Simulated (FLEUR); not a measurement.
# TiPt3 (Pm-3m) in FLEUR: a series of runs

One crystal, TiPt3, is run at these levels: LDA; tasks: band structure, equation of state.

Program: FLEUR MaX-R8.1 (later development tree). These are calculated values, not measurements. Logs are shortened: lines on timing, memory, paths and dates and some standing lists are left out, and cuts for length are marked.

## Step 1: Starting point

The structure is cubic, space group Pm-3m (No. 221). Conventional cell: a = 3.897 Å, b = 3.897 Å, c = 3.897 Å, α = 90.00°, β = 90.00°, γ = 90.00°. Around Pt (site symmetry 4/mmm) lie 8 Pt at 2.76 Å and 4 Ti at 2.76 Å. Around Ti (site symmetry m-3m) lie 12 Pt at 2.76 Å.

## Step 2: Band structure, LDA

File inp.xml:

```xml
<?xml version="1.0" encoding="UTF-8" standalone="no"?>
<fleurInput fleurInputVersion="0.39">
   <comment>
      TiPt3                                                                                               
   </comment>
   <calculationSetup>
      <cutoffs Kmax="4.1" Gmax="12.7" GmaxXC="12.7" numbands="0"/>
      <scfLoop itmax="60" minDistance="0.00001" maxIterBroyd="15" imix="Anderson" alpha="0.05" precondParam="0.0" spinf="2.0" sdNocoIR="T"/>
      <coreElectrons ctail="T" frcor="F" kcrel="0" coretail_lmax="0"/>
      <xcFunctional name="vwn" relativisticCorrections="F"/>
      <magnetism jspins="1"/>
      <soc l_soc="F" theta="0.0" phi="0.0" spav="F"/>
      <expertModes spex="0" secvar="F"/>
      <geometryOptimization l_f="F" forcealpha="1.0" forcemix="BFGS" epsdisp="0.00001" epsforce="0.00001"/>
      <ldaU l_linMix="F" mixParam="0.05" spinf="1.0"/>
   </calculationSetup>
   <cell>
      <bzIntegration valenceElectrons="66.0" mode="hist" fermiSmearingEnergy="0.00183747">
         <kPointListSelection listName="default-1"/>
         <!-- k-points included here -->
         <xi:include xmlns:xi="http://www.w3.org/2001/XInclude" href="kpts.xml"> </xi:include>
      </bzIntegration>
      <!-- symmetry operations included here -->
      <xi:include xmlns:xi="http://www.w3.org/2001/XInclude" href="sym.xml"> </xi:include>
      <bulkLattice scale="1.0">
         <bravaisMatrix>
[... 37 lines left out ...]
         <lo type="SCLO" l="2" n="3" eDeriv="2"/>
         <lo type="SCLO" l="3" n="4" eDeriv="2"/>
      </species>
   </atomSpecies>
   <atomGroups>
      <atomGroup species="Platinum (Pt)">
         <relPos label="                   1">1.000/2.000 1.000/2.000 .0000000000</relPos>
         <relPos label="                   2">1.000/2.000 .0000000000 1.000/2.000</relPos>
         <relPos label="                   3">.0000000000 1.000/2.000 1.000/2.000</relPos>
         <force calculate="T" relaxXYZ="TTT"/>
      </atomGroup>
      <atomGroup species="Titanium (Ti)">
         <relPos label="                   4">.0000000000 .0000000000 .0000000000</relPos>
         <force calculate="T" relaxXYZ="TTT"/>
      </atomGroup>
   </atomGroups>
   <output dos="F" band="F" slice="F">
      <checks vchk="F" cdinf="F"/>
      <bandDOS minEnergy="-.5*Htr" maxEnergy="0.5*Htr" sigma="0.015" storeEVData="T"/>
      <vacuumDOS vacdos="F" integ="F" star="F" nstars="0" locx1="0.0" locy1="0.0" locx2="0.0" locy2="0.0" nstm="0" tworkf="0.0"/>
      <unfoldingBand unfoldBand="F" supercellX="1" supercellY="1" supercellZ="1"/>
      <plotting iplot="0" polar="F">
         <plot TwoD="T" vec1="  1.0  0.0  0.0" vec2="  0.0  1.0  0.0" vec3="  0.0  0.0  1.0" zero="  0.0  0.0  0.0" file="plot"/>
      </plotting>
      <chargeDensitySlicing numkpt="0" minEigenval="0.0" maxEigenval="0.0" nnne="0" pallst="F"/>
      <specialOutput eonly="F"/>
      <moessbauerParams electricFieldGradient="T" isomerShift="T" coreHyperfine="T" valenceHyperfine="T"/>
      <magneticCircularDichroism mcd="F" energyLo="-10.0" energyUp="0.0"/>
   </output>
  <!-- We include the file relax.xml here to enable relaxations (see documentation) -->
  <xi:include xmlns:xi="http://www.w3.org/2001/XInclude" href="relax.xml"> <xi:fallback/> </xi:include>
</fleurInput>
```

File crystal.txt:

```
TiPt3
&input cartesian=F /
3.8970000000  0.0000000000  0.0000000000
0.0000000000  3.8970000000  0.0000000000
0.0000000000  0.0000000000  3.8970000000
1.8897261246
1.0 1.0 1.0

4
78 0.5000000000  0.5000000000  0.0000000000
78 0.5000000000  0.0000000000  0.5000000000
78 0.0000000000  0.5000000000  0.5000000000
22 0.0000000000  0.0000000000  0.0000000000

&kpt div1=7 div2=7 div3=7 gamma=T /
```

File inp.xml (bands):

```
<?xml version="1.0" encoding="UTF-8" standalone="no"?>
<fleurInput fleurInputVersion="0.39">
   <comment>
      TiPt3                                                                                               
   </comment>
   <calculationSetup>
      <cutoffs Kmax="4.1" Gmax="12.7" GmaxXC="12.7" numbands="0"/>
      <scfLoop itmax="60" minDistance="0.00001" maxIterBroyd="15" imix="Anderson" alpha="0.05" precondParam="0.0" spinf="2.0" sdNocoIR="T"/>
      <coreElectrons ctail="T" frcor="F" kcrel="0" coretail_lmax="0"/>
      <xcFunctional name="vwn" relativisticCorrections="F"/>
      <magnetism jspins="1"/>
      <soc l_soc="F" theta="0.0" phi="0.0" spav="F"/>
      <expertModes spex="0" secvar="F"/>
      <geometryOptimization l_f="F" forcealpha="1.0" forcemix="BFGS" epsdisp="0.00001" epsforce="0.00001"/>
      <ldaU l_linMix="F" mixParam="0.05" spinf="1.0"/>
   </calculationSetup>
   <cell>
      <bzIntegration valenceElectrons="66.0" mode="hist" fermiSmearingEnergy="0.00183747">
         <kPointListSelection listName="path-1"/>
         <!-- k-points included here -->
         <xi:include xmlns:xi="http://www.w3.org/2001/XInclude" href="kpts.xml"> </xi:include>
      </bzIntegration>
      <!-- symmetry operations included here -->
      <xi:include xmlns:xi="http://www.w3.org/2001/XInclude" href="sym.xml"> </xi:include>
      <bulkLattice scale="1.0">
[... 36 lines left out ...]
         <lo type="SCLO" l="1" n="3" eDeriv="0"/>
         <lo type="SCLO" l="1" n="3" eDeriv="1"/>
         <lo type="SCLO" l="2" n="3" eDeriv="2"/>
         <lo type="SCLO" l="3" n="4" eDeriv="2"/>
      </species>
   </atomSpecies>
   <atomGroups>
      <atomGroup species="Platinum (Pt)">
         <relPos label="                   1">1.000/2.000 1.000/2.000 .0000000000</relPos>
         <relPos label="                   2">1.000/2.000 .0000000000 1.000/2.000</relPos>
         <relPos label="                   3">.0000000000 1.000/2.000 1.000/2.000</relPos>
         <force calculate="T" relaxXYZ="TTT"/>
      </atomGroup>
      <atomGroup species="Titanium (Ti)">
         <relPos label="                   4">.0000000000 .0000000000 .0000000000</relPos>
         <force calculate="T" relaxXYZ="TTT"/>
      </atomGroup>
   </atomGroups>
   <output dos="F" band="T" slice="F">
      <checks vchk="F" cdinf="F"/>
      <bandDOS minEnergy="-.5*Htr" maxEnergy="0.5*Htr" sigma="0.015" storeEVData="T"/>
      <vacuumDOS vacdos="F" integ="F" star="F" nstars="0" locx1="0.0" locy1="0.0" locx2="0.0" locy2="0.0" nstm="0" tworkf="0.0"/>
      <unfoldingBand unfoldBand="F" supercellX="1" supercellY="1" supercellZ="1"/>
      <plotting iplot="0" polar="F">
         <plot TwoD="T" vec1="  1.0  0.0  0.0" vec2="  0.0  1.0  0.0" vec3="  0.0  0.0  1.0" zero="  0.0  0.0  0.0" file="plot"/>
      </plotting>
      <chargeDensitySlicing numkpt="0" minEigenval="0.0" maxEigenval="0.0" nnne="0" pallst="F"/>
      <specialOutput eonly="F"/>
      <moessbauerParams electricFieldGradient="T" isomerShift="T" coreHyperfine="T" valenceHyperfine="T"/>
      <magneticCircularDichroism mcd="F" energyLo="-10.0" energyUp="0.0"/>
   </output>
  <!-- We include the file relax.xml here to enable relaxations (see documentation) -->
  <xi:include xmlns:xi="http://www.w3.org/2001/XInclude" href="relax.xml"> <xi:fallback/> </xi:include>
</fleurInput>
```

Potentials or basis: all-electron, FLAPW.

Started as:

```bash
> inpgen -f crystal.txt -profile fastHighL
> # inp.xml edited to the form shown
> fleur_MPI
> fleur_MPI   # second run, on inp.xml (bands)
```

Standard output:

```text
Welcome to FLEUR        (www.flapw.de)
      MaX-Release 8.1          (www.max-centre.eu)

 ========== k-point set info ==========
 Selected k-point list: default-1
 k-point list type: mesh
 7 x 7 x 7
 Number of k points: 20

 ------------Calculation Setup---------------------------
 Number of MPI-tasks      :            1
 Number of PE/node        :            1
 Number of OMP-threads    :            1
 Most efficient MPI parallelization for:
           1           2           4           5          10          20
 Additional eigenvalue parallelization possible
 Number of basis functions:          614
 Approximate size of matrices (H+S) per k-point:         0.006 GB
 --------------------------------------------------------
 Iteration:     1   Distance:      22.88439009 me/bohr^3
 Iteration:     2   Distance:      16.46589908 me/bohr^3
 Iteration:     3   Distance:      12.59091751 me/bohr^3
 Iteration:     4   Distance:       7.20404261 me/bohr^3
 Iteration:     5   Distance:       5.64848628 me/bohr^3
 Iteration:     6   Distance:       2.74460321 me/bohr^3
 Iteration:     7   Distance:       1.80840486 me/bohr^3
 Iteration:     8   Distance:       0.84424690 me/bohr^3
 Iteration:     9   Distance:       0.52437772 me/bohr^3
 Iteration:    10   Distance:       0.45643269 me/bohr^3
 Iteration:    11   Distance:       0.02615978 me/bohr^3
 Iteration:    12   Distance:       0.03594485 me/bohr^3
 Iteration:    13   Distance:       0.01251619 me/bohr^3
 Iteration:    14   Distance:       0.00261921 me/bohr^3
 Iteration:    15   Distance:       0.00250776 me/bohr^3
 Iteration:    16   Distance:       0.00125194 me/bohr^3
 Iteration:    17   Distance:       0.00052948 me/bohr^3
 Iteration:    18   Distance:       0.00025436 me/bohr^3
 Iteration:    19   Distance:       0.00005732 me/bohr^3
 Iteration:    20   Distance:       0.00004151 me/bohr^3
 Iteration:    21   Distance:       0.00002019 me/bohr^3
 Iteration:    22   Distance:       0.00000144 me/bohr^3

 ********************************************************************
 Run finished successfully
 Stop message:
   all done
 ********************************************************************
```

Wall time 1.9 min (1 thread of Arm Neoverse V1, shared host); peak memory 0.07 GiB.

What came out:

| Item | Value |
| --- | --- |
| Free energy | -1528235.1750 eV |
| Band gap along the path | none (metal or under the smearing width) |
| Valence electrons inside the program's atomic spheres | Pt 16.28; Ti 10.40 (radii Pt 2.41, Ti 2.41 bohr) |

Levels at the corners of the path, in eV from the Fermi level:
```tsv
point	band 30	band 31	band 32	band 33	band 34	band 35	band 36	band 37
Γ	0.02	0.02	0.02	1.38	1.38	1.56	1.56	1.56
X	-2.71	-2.64	-1.40	-0.23	-0.23	0.02	0.42	0.74
M	-3.16	-2.49	-2.32	-2.31	0.20	0.20	0.33	1.47
Γ	0.02	0.02	0.02	1.38	1.38	1.56	1.56	1.56
R	-0.69	-0.69	-0.69	-0.47	-0.47	-0.47	1.19	1.19
X	-2.71	-2.64	-1.40	-0.23	-0.23	0.02	0.42	0.74
M	-3.16	-2.49	-2.32	-2.31	0.20	0.20	0.33	1.47
R	-0.69	-0.69	-0.69	-0.47	-0.47	-0.47	1.19	1.19
```

Core levels (eV from the Fermi level):
| atom | levels |
| --- | --- |
| 1 Pt | 1s1/2 -78249.4, 2s1/2 -13735.2, 2p1/2 -13166.9, 2p3/2 -11439.5, 3s1/2 -3223.7, 3p1/2 -2968.4, 3p3/2 -2588.7, 4s1/2 -690.1, 3d3/2 -2162.6, 3d5/2 -2080.7, 4p1/2 -581.8, 4p3/2 -491.1, 4d3/2 -313.6, 4d5/2 -296.8, 4f5/2 -69.7, 4f7/2 -66.2 |
| 2 Pt | 1s1/2 -78249.4, 2s1/2 -13735.2, 2p1/2 -13166.9, 2p3/2 -11439.5, 3s1/2 -3223.7, 3p1/2 -2968.4, 3p3/2 -2588.7, 4s1/2 -690.1, 3d3/2 -2162.6, 3d5/2 -2080.7, 4p1/2 -581.8, 4p3/2 -491.1, 4d3/2 -313.6, 4d5/2 -296.8, 4f5/2 -69.7, 4f7/2 -66.2 |
| 3 Pt | 1s1/2 -78249.4, 2s1/2 -13735.2, 2p1/2 -13166.9, 2p3/2 -11439.5, 3s1/2 -3223.7, 3p1/2 -2968.4, 3p3/2 -2588.7, 4s1/2 -690.1, 3d3/2 -2162.6, 3d5/2 -2080.7, 4p1/2 -581.8, 4p3/2 -491.1, 4d3/2 -313.6, 4d5/2 -296.8, 4f5/2 -69.7, 4f7/2 -66.2 |
| 4 Ti | 1s1/2 -4850.6, 2s1/2 -531.0, 2p1/2 -443.3, 2p3/2 -437.6 |

Caveat: spin-orbit coupling is left out, which moves the levels of the heavy elements.

## Step 3: Equation of state, LDA, 13.91 Å³/atom (volume scaled by 0.94)

Changes to inp.xml since step 2:

```diff
@@ -6,3 +6,3 @@
    <calculationSetup>
-      <cutoffs Kmax="4.1" Gmax="12.7" GmaxXC="12.7" numbands="0"/>
+      <cutoffs Kmax="4.19" Gmax="13.0" GmaxXC="13.0" numbands="0"/>
       <scfLoop itmax="60" minDistance="0.00001" maxIterBroyd="15" imix="Anderson" alpha="0.05" precondParam="0.0" spinf="2.0" sdNocoIR="T"/>
@@ -24,3 +24,3 @@
       <xi:include xmlns:xi="http://www.w3.org/2001/XInclude" href="sym.xml"> </xi:include>
-      <bulkLattice scale="1.0">
+      <bulkLattice scale="0.9795861087">
          <bravaisMatrix>
@@ -34,3 +34,3 @@
       <species name="Platinum (Pt)" element="Pt" atomicNumber="78">
-         <mtSphere radius="2.41" gridPoints="797" logIncrement="0.017"/>
+         <mtSphere radius="2.34" gridPoints="797" logIncrement="0.017"/>
          <atomicCutoffs lmax="10" lnonsphr="10"/>
@@ -51,3 +51,3 @@
       <species name="Titanium (Ti)" element="Ti" atomicNumber="22">
-         <mtSphere radius="2.41" gridPoints="797" logIncrement="0.015"/>
+         <mtSphere radius="2.34" gridPoints="797" logIncrement="0.015"/>
          <atomicCutoffs lmax="10" lnonsphr="10"/>
```

Potentials or basis: all-electron, FLAPW.

Started as:

```bash
> inpgen -f crystal.txt -profile fastHighL
> # inp.xml edited to the form shown
> fleur_MPI
```

Wall time 90 s (1 thread of Arm Neoverse V1, shared host); peak memory 0.08 GiB.

The run converged. Its results:

```
Free energy                                           : -1528235.0860 eV
Band gap on the k mesh                                : none (metal or under the smearing width)
Valence electrons inside the program's atomic spheres : Pt 16.09; Ti 10.35 (radii Pt 2.34, Ti 2.34 bohr)
```

## Step 4: Equation of state, LDA, 14.20 Å³/atom (volume scaled by 0.96)

Changes to inp.xml since step 3:

```diff
@@ -24,3 +24,3 @@
       <xi:include xmlns:xi="http://www.w3.org/2001/XInclude" href="sym.xml"> </xi:include>
-      <bulkLattice scale="0.9795861087">
+      <bulkLattice scale="0.9864848297">
          <bravaisMatrix>
```

Started as:

```bash
> inpgen -f crystal.txt -profile fastHighL
> # inp.xml edited to the form shown
> fleur_MPI
```

Run time: 83 s. Hardware: 1 thread of Arm Neoverse V1, shared host; peak memory 0.08 GiB.

It converged, with:

| Item | Value |
| --- | --- |
| Free energy | -1528235.1599 eV |
| Band gap on the k mesh | none (metal or under the smearing width) |
| Valence electrons inside the program's atomic spheres | Pt 16.06; Ti 10.31 (radii Pt 2.34, Ti 2.34 bohr) |

## Step 5: Equation of state, LDA, 14.80 Å³/atom

Changes to inp.xml since step 4:

```diff
@@ -24,3 +24,3 @@
       <xi:include xmlns:xi="http://www.w3.org/2001/XInclude" href="sym.xml"> </xi:include>
-      <bulkLattice scale="0.9864848297">
+      <bulkLattice scale="1.0000000000">
          <bravaisMatrix>
```

Started as:

```bash
> inpgen -f crystal.txt -profile fastHighL
> # inp.xml edited to the form shown
> fleur_MPI
```

Run time: 1.7 min. Hardware: 1 thread of Arm Neoverse V1, shared host; peak memory 0.08 GiB.

It converged, with:

```
Free energy                                           : -1528235.1682 eV
Band gap on the k mesh                                : none (metal or under the smearing width)
Valence electrons inside the program's atomic spheres : Pt 16.00; Ti 10.23 (radii Pt 2.34, Ti 2.34 bohr)
```

## Step 6: Equation of state, LDA, 15.39 Å³/atom (volume scaled by 1.04)

Changes to inp.xml since step 5:

```diff
@@ -24,3 +24,3 @@
       <xi:include xmlns:xi="http://www.w3.org/2001/XInclude" href="sym.xml"> </xi:include>
-      <bulkLattice scale="1.0000000000">
+      <bulkLattice scale="1.0131594038">
          <bravaisMatrix>
```

Potentials or basis: all-electron, FLAPW.

Started as:

```bash
> inpgen -f crystal.txt -profile fastHighL
> # inp.xml edited to the form shown
> fleur_MPI
```

It took 98 s on 1 thread of Arm Neoverse V1, shared host; peak memory 0.08 GiB.

Results (log left out):

```yaml
Free_energy: -1528235.0226 eV
Band_gap_on_the_k_mesh: none (metal or under the smearing width)
Valence_electrons_inside_the_program's_atomic_spheres: Pt 15.94; Ti 10.16 (radii Pt 2.34, Ti 2.34 bohr)
```

## Step 7: Equation of state, LDA, 15.68 Å³/atom (volume scaled by 1.06)

Changes to inp.xml since step 6:

```diff
@@ -24,3 +24,3 @@
       <xi:include xmlns:xi="http://www.w3.org/2001/XInclude" href="sym.xml"> </xi:include>
-      <bulkLattice scale="1.0131594038">
+      <bulkLattice scale="1.0196128224">
          <bravaisMatrix>
```

Started as:

```bash
> inpgen -f crystal.txt -profile fastHighL
> # inp.xml edited to the form shown
> fleur_MPI
```

Wall time 1.9 min (1 thread of Arm Neoverse V1, shared host); peak memory 0.08 GiB.

It converged, with:

| Property | Result |
| --- | --- |
| Free energy | -1528234.9030 eV |
| Band gap on the k mesh | none (metal or under the smearing width) |
| Valence electrons inside the program's atomic spheres | Pt 15.92; Ti 10.13 (radii Pt 2.34, Ti 2.34 bohr) |

## Step 8: Equation of state, LDA

This step only gathers the single runs of the series.

What came out:

* Equilibrium volume: 14.52 Å³/atom
* Bulk modulus: 283 GPa
* Pressure derivative of the bulk modulus: 4.8 (rough: it moves with the points fitted)

Energy against volume, from the lowest point:
```
volume (Å³/atom)  energy (meV/atom)
          13.908              20.53
          14.204               2.06
          14.796               0.00
          15.387              36.40
          15.683              66.29
```

Spin-orbit coupling is left out, which matters for the levels of Pt. Zero-point motion and thermal expansion aren't in these numbers.
